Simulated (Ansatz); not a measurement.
**Straining ZrSi$_{2}$**

Theory: DFT PBEsol, scalar-relativistic, plane waves, PAW (Ansatz). Run with 420 eV cutoff, 10×4×10 k-mesh, Gaussian smearing of 0.10 eV, no spin polarisation.

Starting point, cell and atoms relaxed:

```
CELL_PARAMETERS angstrom
3.67426 0.00000 0.00000
0.00000 14.56589 0.00000
0.00000 0.00000 3.65677
ATOMIC_POSITIONS crystal
Zr 0.00000 0.10472 0.25000
Zr 0.50000 0.39528 0.75000
Zr 0.50000 0.60472 0.25000
Zr 0.00000 0.89528 0.75000
Si 0.00000 0.44604 0.25000
Si 0.50000 0.05396 0.75000
Si 0.50000 0.24977 0.25000
Si 0.00000 0.25023 0.75000
Si 0.50000 0.94604 0.25000
Si 0.00000 0.55396 0.75000
Si 0.00000 0.74977 0.25000
Si 0.50000 0.75023 0.75000
```

Deformation: biaxial strain in the a-b plane, with the length and tilt of c and the atoms relaxed, all within the symmetry that the strain leaves. Energies are extrapolated to zero smearing. Stress is positive in compression, on the Cartesian axes of the cell above.

Strains computed: -6.0, -4.0, -2.0, +2.0, +4.0 %.

**Question.** At which strain does the energy stand 103.5 meV/atom over the relaxed crystal with σxx = 19.23, σyy = 16.45, σzz = 0.01 GPa?

**Answer.** -6.0 %.